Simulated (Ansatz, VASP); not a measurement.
**One calculation of CdSiP2, two programs**

```xyz
8
Lattice="-2.8436 2.8436 5.2486 2.8436 -2.8436 5.2486 2.8436 2.8436 -5.2486" Properties=species:S:1:pos:R:3 pbc="T T T"
Cd    0.0000    2.8436    2.6243
Cd    0.0000    0.0000    0.0000
Si    0.0000    0.0000    5.2486
Si    2.8436    0.0000    2.6243
P     1.1552    1.4218    6.5607
P     1.4218   -1.1552    3.9364
P     1.6884    1.4218    1.3121
P     1.4218    3.9989   -1.3121
```

The cell is a database's computed one.

Alike in both runs: task single point; functional PBE; k mesh 4 × 4 × 4; occupations gaussian, width 0.1 eV; no spin polarisation.

|  | VASP | Ansatz |
| --- | --- | --- |
| version | VASP 6.6.1 | Ansatz 0.2.0 |
| potentials or method | VASP PAW PBE potentials, release 64 (Cd, Si, P) | scalar-relativistic, plane waves, PAW |
| plane-wave cutoff (eV) | 520 | 420 |
| valence electrons in the cell | 52 | 68 |

|  | VASP | Ansatz | Ansatz less VASP |
| --- | --- | --- | --- |
| gap on the k mesh at the Fermi level (eV) | 1.39 | 1.39 | 0.000 |
| least direct gap on the mesh (eV) | 1.39 | 1.39 | 0.000 |
| pressure (GPa) | 1.8 | 1.7 | -0.08 |
| largest component of the traceless stress (GPa) | 0.06 | 0.05 | -0.016 |
| rms of the force components (eV/Å) | 0.028 | 0.046 | +0.0179 |

Atom by atom the forces differ by 0.018 eV/Å (rms over components). The two sets of potentials don't hold the same shells in valence.

A k mesh can miss the band edges. PBE gaps usually lie below the measured ones, often by a third to a half.
